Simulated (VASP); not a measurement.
A run of VASP 6.6.1 is set up as follows.

File POSCAR:

```
C
1.0
    0.0000000000      1.7833700000      1.7833700000
    1.7833700000      0.0000000000      1.7833700000
    1.7833700000      1.7833700000      0.0000000000
C
2
Direct
    0.7500000000      0.7500000000      0.7500000000
    0.5000000000      0.5000000000      0.5000000000
```

INCAR.step1

```
SYSTEM = C
  PREC = Accurate
  ENCUT = 520
  EDIFF = 1E-5
  ISMEAR = -1
  SIGMA = 0.05
  LREAL = .False.
  LASPH = .True.
  NELM = 80
  ALGO = Normal
  ISIF = 2
  LWAVE = .True.
  LCHARG = .False.
  NBANDS = 11
  GGA = PE
```

File INCAR.step2:

```
SYSTEM = C
  PREC = Accurate
  ENCUT = 520
  EDIFF = 1E-6
  ISMEAR = -1
  SIGMA = 0.05
  LREAL = .False.
  LASPH = .True.
  NELM = 80
  ALGO = Normal
  ISIF = 2
  LWAVE = .False.
  LCHARG = .False.
  GGA = PE
  LHFCALC = .True.
  AEXX = 1.0
  ALDAC = 0.0
  AGGAC = 0.0
  PRECFOCK = Fast
  NBANDS = 11
  ISTART = 1
```

Contents of KPOINTS:

```
regular mesh
0
Gamma
  7 7 7
  0 0 0
```

KPOINTS_OPT

```
path GXWKGLUWLK,UX
8
line-mode
reciprocal
 0.0000000000  0.0000000000  0.0000000000  G
 0.5000000000  0.0000000000  0.5000000000  X

 0.5000000000  0.0000000000  0.5000000000  X
 0.5000000000  0.2500000000  0.7500000000  W

 0.5000000000  0.2500000000  0.7500000000  W
 0.3750000000  0.3750000000  0.7500000000  K

 0.3750000000  0.3750000000  0.7500000000  K
 0.0000000000  0.0000000000  0.0000000000  G

 0.0000000000  0.0000000000  0.0000000000  G
 0.5000000000  0.5000000000  0.5000000000  L

 0.5000000000  0.5000000000  0.5000000000  L
 0.6250000000  0.2500000000  0.6250000000  U

 0.6250000000  0.2500000000  0.6250000000  U
 0.5000000000  0.2500000000  0.7500000000  W

 0.5000000000  0.2500000000  0.7500000000  W
 0.5000000000  0.5000000000  0.5000000000  L

 0.5000000000  0.5000000000  0.5000000000  L
 0.3750000000  0.3750000000  0.7500000000  K

 0.6250000000  0.2500000000  0.6250000000  U
 0.5000000000  0.0000000000  0.5000000000  X
```

Potentials or basis: VASP PAW PBE potentials, release 64 (C).

The run is started by

```sh
$ cat potpaw_PBE.64/C/POTCAR > POTCAR
$ cp INCAR.step1 INCAR
$ mpirun -np 1 vasp_std > vasp.out
$ cp INCAR.step2 INCAR
$ mpirun -np 1 vasp_std > vasp.out
```

**Question.** Predict the pressure.

**Answer.** -5.8 GPa.

Levels at the corners of the path, in eV from the valence-band top:
| point | band 1 | band 2 | band 3 | band 4 | band 5 | band 6 | band 7 | band 8 | band 9 |
| --- | --- | --- | --- | --- | --- | --- | --- | --- | --- |
| Γ | -30.43 | -1.17 | -1.17 | -1.17 | 13.67 | 13.67 | 13.67 | 23.59 | 28.53 |
| X | -17.57 | -17.57 | -8.20 | -8.20 | 12.14 | 12.14 | 28.79 | 28.79 | 35.02 |
| X | -17.57 | -17.57 | -8.20 | -8.20 | 12.14 | 12.14 | 28.79 | 28.79 | 35.02 |
| W | -16.63 | -16.63 | -10.59 | -10.59 | 19.33 | 19.33 | 22.49 | 22.49 | 32.82 |
| W | -16.63 | -16.63 | -10.59 | -10.59 | 19.33 | 19.33 | 22.49 | 22.49 | 32.82 |
| K | -18.05 | -16.13 | -11.92 | -6.96 | 13.28 | 19.77 | 25.44 | 26.97 | 29.01 |
| K | -18.05 | -16.13 | -11.92 | -6.96 | 13.28 | 19.77 | 25.44 | 26.97 | 29.01 |
| Γ | -30.43 | -1.17 | -1.17 | -1.17 | 13.67 | 13.67 | 13.67 | 23.59 | 28.53 |
| Γ | -30.43 | -1.17 | -1.17 | -1.17 | 13.67 | 13.67 | 13.67 | 23.59 | 28.53 |
| L | -22.04 | -18.04 | -3.89 | -3.89 | 17.20 | 17.20 | 17.35 | 25.87 | 32.69 |
| L | -22.04 | -18.04 | -3.89 | -3.89 | 17.20 | 17.20 | 17.35 | 25.87 | 32.69 |
| U | -18.05 | -16.13 | -11.92 | -6.96 | 13.28 | 19.77 | 25.44 | 26.97 | 29.01 |
| U | -18.05 | -16.13 | -11.92 | -6.96 | 13.28 | 19.77 | 25.44 | 26.97 | 29.01 |
| W | -16.63 | -16.63 | -10.59 | -10.59 | 19.33 | 19.33 | 22.49 | 22.49 | 32.82 |
| W | -16.63 | -16.63 | -10.59 | -10.59 | 19.33 | 19.33 | 22.49 | 22.49 | 32.82 |
| L | -22.04 | -18.04 | -3.89 | -3.89 | 17.20 | 17.20 | 17.35 | 25.87 | 32.69 |
| L | -22.04 | -18.04 | -3.89 | -3.89 | 17.20 | 17.20 | 17.35 | 25.87 | 32.69 |
| K | -18.05 | -16.13 | -11.92 | -6.96 | 13.28 | 19.77 | 25.44 | 26.97 | 29.01 |
| U | -18.05 | -16.13 | -11.92 | -6.96 | 13.28 | 19.77 | 25.44 | 26.97 | 29.01 |
| X | -17.57 | -17.57 | -8.20 | -8.20 | 12.14 | 12.14 | 28.79 | 28.79 | 35.02 |

Caveat: the k mesh is coarse (spacing up to 0.44 Å⁻¹), so the values aren't converged, least of all with exact exchange; an unscreened hybrid on a path of extra k points without a Coulomb cutoff has errors near the mesh points, so the bands along the path aren't reliable; the PAW data sets were made with another functional, which shifts forces and pressure a little.
